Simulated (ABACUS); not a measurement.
# Ge in ABACUS: convergence with k mesh

Ge:

```xyz
1
Lattice="-1.5982 1.6239 1.8444 1.6394 -1.6068 1.8652 1.5970 1.6056 -1.8298" Properties=species:S:1:pos:R:3 pbc="T T T"
Ge   -0.0214    0.0024    1.8492
```

The cell isn't the ideal one: cell strained at random.

```yaml
Program: ABACUS 3.10.1
Task: convergence study
Functional: PBEsol
Potentials_or_basis: PseudoDojo NC SR 0.5 PBE standard
Cutoff: 1075 eV
Density_cutoff: 4299 eV
Basis: plane waves
k_mesh: 1 × 1 × 1
Occupations: fermi-dirac, width 0.1 eV
Spin: no spin polarisation
```

These are the settings of the first run; the series varies k mesh, with any setting tied to it.

Hardware: 4 MPI ranks on Intel(R) Xeon(R) 6975P-C (Granite Rapids), on a shared host.

```csv
k mesh,"energy less the tightest run, at zero smearing (meV/atom)",pressure (GPa),SCF cycles,CPU time (s)
1 × 1 × 1,12292.82,101.90,11,1.9
2 × 2 × 2,-2088.90,-13.60,6,3.2
3 × 3 × 3,13.43,-9.01,6,3.9
4 × 4 × 4,142.55,-4.03,6,5.4
6 × 6 × 6,17.18,-2.87,6,11
7 × 7 × 7,-26.42,-2.77,6,15
8 × 8 × 8,-31.27,-3.94,6,22
10 × 10 × 10,-6.02,-3.57,6,40
12 × 12 × 12,0.00,-3.01,6,67
```

Not settled before the last step: the energy (to 1 meV/atom), the pressure (to 0.1 GPa). Meshes of other sizes hit other points, so gaps and Fermi surfaces needn't settle smoothly. The tightest run that finished is the yardstick and may itself not be fully converged.

Caveat, for the tightest run too: the potentials were made for another functional, which shifts forces and pressure.
